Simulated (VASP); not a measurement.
Runs of VASP 6.6.1 on EuO. It takes space group Fm-3m (No. 225, cubic). Conventional cell: a = 5.144 Å, b = 5.144 Å, c = 5.144 Å, α = 90.00°, β = 90.00°, γ = 90.00°. Eu (site symmetry m-3m) is surrounded by 6 O at 2.57 Å. O (site symmetry m-3m) has 6 Eu at 2.57 Å as nearest neighbours. The cell was built by a generator and isn't the measured one.

```tsv
spin	U	fixed moment (μB)	gap on the mesh (eV)	pressure (GPa)	moment (μB)
collinear, ferromagnetic start	Eu f U = 5 eV	-	none	-1.2	7.00
non-collinear, random start, SOC	Eu f U = 5 eV	-	-	-1.4	6.98
off	Eu f U = 4 eV	-	none	-16.7	-
collinear, random start	Eu f U = 5 eV	-	none	-1.2	7.00
collinear, ferromagnetic start	Eu f U = 4 eV	2	-	(a)	2.00
```

Alike in all rows: task single point; level r2SCAN+U; potentials or basis VASP PAW PBE potentials, release 64 (Eu, O); cell as given; k mesh 6 × 6 × 6; cutoff (eV) 520; smearing gaussian 0.05 eV.

Q: Estimate the missing entries.

A: (a) -12.8.

Caveats: the PAW data sets were made with another functional, which shifts forces and pressure a little; a cell with one magnetic atom can't hold antiferromagnetic order, which such compounds often take (some runs); spin-orbit coupling is left out, which moves the levels of the heavy elements (some runs); an odd number of electrons without spin polarisation forces a metal (some runs); a magnetic or distorted state may lie lower (some runs); U without spin polarisation on a metal has little footing (some runs); the moment is held away from its start (some runs).

A k mesh can miss the band edges, and rows without SOC leave out spin-orbit coupling on Eu.

A gap of «none» marks a metal or a gap under the smearing width.
